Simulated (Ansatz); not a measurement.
The system is WS2, a slab with vacuum.

```
W S
1.0
     3.18312    0.00000    0.00000
    -1.59156    2.75666    0.00000
     0.00000    0.00000   35.18056
W S
4 8
Cartesian
  0.0000 1.8378 20.8380
  0.0000 1.8378 7.8593
  1.5916 0.9189 27.3212
  1.5916 0.9189 14.3425
  0.0000 1.8378 28.8885
  0.0000 1.8378 15.9024
  1.5916 0.9189 22.3967
  1.5916 0.9189 9.4193
  0.0000 1.8378 25.7613
  0.0000 1.8378 12.7839
  1.5916 0.9189 19.2781
  1.5916 0.9189 6.2921
```

Base run:

```yaml
Program: Ansatz 0.2.0
Functional: PBEsol
Potentials_or_basis: Ansatz PAW
Cutoff: "420 eV (not typed: the program's choice for these potentials)"
k_mesh: 7 × 7 × 1
Occupations: fermi-dirac, width 0.05 eV
Spin: no spin polarisation
```

Its results: band gap on the k mesh 1.38 eV, indirect (least direct gap 2.37 eV); largest force 0.266 eV/Å.

**Question.** The run is repeated on the same cell with these changes: functional from PBEsol to revPBE. What comes out?

**Answer.** Band gap on the k mesh 1.45 eV, indirect (least direct gap 2.38 eV); largest force 0.299 eV/Å.

Caveats: the k mesh misses the band edges, so the gap on the mesh is wider than the one along the path; spin-orbit coupling is left out, which moves the levels of the heavy elements; the PAW data sets come from PBE, with cores solved anew for the run's functional, which leaves a small shift of forces and pressure.
